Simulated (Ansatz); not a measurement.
**InSb: pressure against volume**

The task here is to estimate one member of a computed series from the others.

Program: Ansatz 0.2.0. Level of theory: DFT PBE, scalar-relativistic. These are calculated values, not measurements.

## The system as given

Symmetry: F-43m, No. 216, cubic system. The conventional cell has a = 6.478 Å, b = 6.478 Å, c = 6.478 Å, α = 90.00°, β = 90.00°, γ = 90.00°. Around In (site symmetry -43m) lie 4 Sb at 2.81 Å. Around Sb (site symmetry -43m) lie 4 In at 2.81 Å.

As a file:

```xyz
2
Lattice="0.0000 3.2391 3.2391 3.2391 0.0000 3.2391 3.2391 3.2391 0.0000" Properties=species:S:1:pos:R:3 pbc="T T T"
In    0.0000    0.0000    0.0000
Sb    4.8586    4.8586    4.8586
```

Structure: COD 9008853, as refined from experiment and not relaxed.

Atoms are numbered in the order of the input: In1, Sb2.

Set-up of the first run:

Contents of input.yaml:

```yaml
crystal:
  lattice:
    - [0.0, 3.195323012, 3.195323012]
    - [3.195323012, 0.0, 3.195323012]
    - [3.195323012, 3.195323012, 0.0]
  atoms:
    - { symbol: In, position: [0.0, 0.0, 0.0] }
    - { symbol: Sb, position: [0.75, 0.75, 0.75] }
kpoints:
  mp_grid: { grid: [9, 9, 9] }
scf:
  occupations: { method: fermi_dirac, width: 0.05 }
hamiltonian:
  xc: pbe
  pseudopotentials: { kind: all_electron, lapw: { basis_error: 0.00025 } }
output:
  forces: true
  stress: true
  eigenvalues: true
```

Among the steps run: Volume × 0.96, LAPW; Volume × 0.96, PAW; Volume × 0.96, crystal datasets; Volume × 0.98, LAPW; Volume × 0.98, PAW; Volume × 1.02, LAPW; Volume × 1.02, PAW; Volume × 1.04, LAPW; Volume × 1.04, PAW; Volume × 1.04, crystal datasets.

One of the session's tables, all rows but one given; the rest of the session is left out.

```
          method  volume (Å³/atom)  pressure (GPa)
            LAPW            32.625            5.45
            LAPW            33.304            4.24
            LAPW            33.984            3.16
            LAPW            34.664            2.18
            LAPW            35.343            1.31
             PAW            32.625               ?
             PAW            33.304            4.24
             PAW            33.984            3.15
             PAW            34.664            2.18
             PAW            35.343            1.30
crystal datasets            32.625            5.45
crystal datasets            33.984            3.16
crystal datasets            35.343            1.31
```

Estimate the missing values for PAW, 32.625.

As computed: pressure (GPa): 5.44. In the column «pressure (GPa)» it lies between PAW, 33.304 (4.24) and LAPW, 32.625 (5.45).

Limits of these values: Warnings in the runs' records: gradients without spin orbit, crystal datasets made.
